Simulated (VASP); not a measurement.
Write the native input for VASP 6.6.1 that does the following.

- Task: band structure
- Functional: PBE
- Dispersion: D3(BJ)
- Potentials or basis: VASP PAW PBE potentials, release 64 (Te)
- Cutoff: 520 eV
- k mesh: 3 × 3 × 2
- Occupations: gaussian, width 0.02 eV
- Spin: no spin polarisation
- Further INCAR settings: ALGO = Normal; EDIFF = 1e-07; NBANDS = 16

The system is Te.

```
CELL_PARAMETERS angstrom
4.50593 0.00000 0.00000
-2.25296 3.90225 0.00000
0.00000 0.00000 5.83533
ATOMIC_POSITIONS crystal
Te 0.26600 0.00000 0.33333
Te 0.00000 0.26600 0.66667
Te 0.73400 0.73400 0.00000
```

One way to write it, as run:

POSCAR

```
Te                                      
1.0
    4.5059266551      0.0000000000      0.0000000000
   -2.2529633276      3.9022469525      0.0000000000
    0.0000000000      0.0000000000      5.8353294812
  Te            
     3
Direct
     0.2659994672793715    0.0000000000000000    0.3333333300000021
     0.0000000000000000    0.2659994672793715    0.6666666699999979
     0.7340005327206285    0.7340005327206285    0.0000000000000000
```

INCAR.step1

```
SYSTEM = Te
PREC = Accurate
ENCUT = 520
EDIFF = 1E-7
ISMEAR = 0
SIGMA = 0.02
LREAL = .FALSE.
LASPH = .TRUE.
NELM = 80
ALGO = Normal
ISIF = 2
LWAVE = .FALSE.
LCHARG = .TRUE.
GGA = PE
IVDW = 12
NBANDS = 16
```

KPOINTS.step1

```
regular mesh
0
G
  3 3 2
  0 0 0
```

INCAR.step2

```
SYSTEM = Te
PREC = Accurate
ENCUT = 520
EDIFF = 1E-7
ISMEAR = 0
SIGMA = 0.05
LREAL = .FALSE.
LASPH = .TRUE.
NELM = 80
ALGO = Normal
ISIF = 2
LWAVE = .FALSE.
LCHARG = .FALSE.
GGA = PE
IVDW = 12
NBANDS = 16
ICHARG = 11
```

KPOINTS.step2

```
path GMKGALHA,LM,KH
15
line-mode
reciprocal
 0.0000000000  0.0000000000  0.0000000000  G
 0.5000000000  0.0000000000  0.0000000000  M

 0.5000000000  0.0000000000  0.0000000000  M
 0.3333333333  0.3333333333  0.0000000000  K

 0.3333333333  0.3333333333  0.0000000000  K
 0.0000000000  0.0000000000  0.0000000000  G

 0.0000000000  0.0000000000  0.0000000000  G
 0.0000000000  0.0000000000  0.5000000000  A

 0.0000000000  0.0000000000  0.5000000000  A
 0.5000000000  0.0000000000  0.5000000000  L

 0.5000000000  0.0000000000  0.5000000000  L
 0.3333333333  0.3333333333  0.5000000000  H

 0.3333333333  0.3333333333  0.5000000000  H
 0.0000000000  0.0000000000  0.5000000000  A

 0.5000000000  0.0000000000  0.5000000000  L
 0.5000000000  0.0000000000  0.0000000000  M

 0.3333333333  0.3333333333  0.0000000000  K
 0.3333333333  0.3333333333  0.5000000000  H
```

Potentials or basis: VASP PAW PBE potentials, release 64 (Te).

Run with:

```bash
$ cat potpaw_PBE.64/Te/POTCAR > POTCAR
$ cp INCAR.step1 INCAR
$ cp KPOINTS.step1 KPOINTS
$ mpirun -np 1 vasp_std > vasp.out
$ cp INCAR.step2 INCAR
$ cp KPOINTS.step2 KPOINTS
$ mpirun -np 1 vasp_std > vasp.out
```

It gave:

```
Band gap on the k mesh     : 0.29 eV, direct
Band gap along the path    : 0.26 eV, indirect (least direct gap 0.29 eV)
Dispersion energy per atom : -0.426 eV
```

Caveat: the k mesh is coarse (spacing up to 0.54 Å⁻¹), so the values aren't converged; the log is that of the step along the path at fixed density, whose energy, stress, charges and moments have no meaning; spin-orbit coupling is left out, which moves the levels of the heavy elements.

Wall time 50 s on 1 thread of Intel(R) Xeon(R) 6975P-C (Granite Rapids) (shared host), peak memory 0.34 GiB.
